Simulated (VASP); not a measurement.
Input of a VASP 6.6.1 run:

INCAR

```
SYSTEM = CdO
PREC = Accurate ; ENCUT = 700
EDIFF = 1E-7 ; ISMEAR = 0
SIGMA = 0.02 ; LREAL = .False.
LASPH = .True. ; NELM = 100
ALGO = Fast ; ISIF = 2
LWAVE = .False. ; LCHARG = .False.
GGA = PE ; NBANDS = 16
```

The input KPOINTS:

```
Automatic mesh
0
Gamma
  12 12 12
  0 0 0
```

POSCAR

```
CdO                                     
1.0
   -0.0000000000      2.3162127984      2.3162127984
    2.3162127984      0.0000000000      2.3162127984
    2.3162127984      2.3162127984     -0.0000000000
  Cd              O             
     1     1
Direct
     0.0000000000000000    0.0000000000000000    0.0000000000000000
     0.5000000000000000    0.5000000000000000    0.5000000000000000
```

Potentials or basis: VASP PAW PBE potentials, release 64 (Cd, O).

Command:

```console
$ cat potpaw_PBE.64/Cd/POTCAR potpaw_PBE.64/O/POTCAR > POTCAR
$ mpirun -np 1 vasp_std > vasp.out
```

Q: Estimate the pressure.

A: 15.0 GPa.

Q: What does it give for the band gap on the k mesh?

A: None (metal or under the smearing width).

Caveat: so large a pressure means that the cell lies far from this level's equilibrium, or that cutoff or potentials fall short.
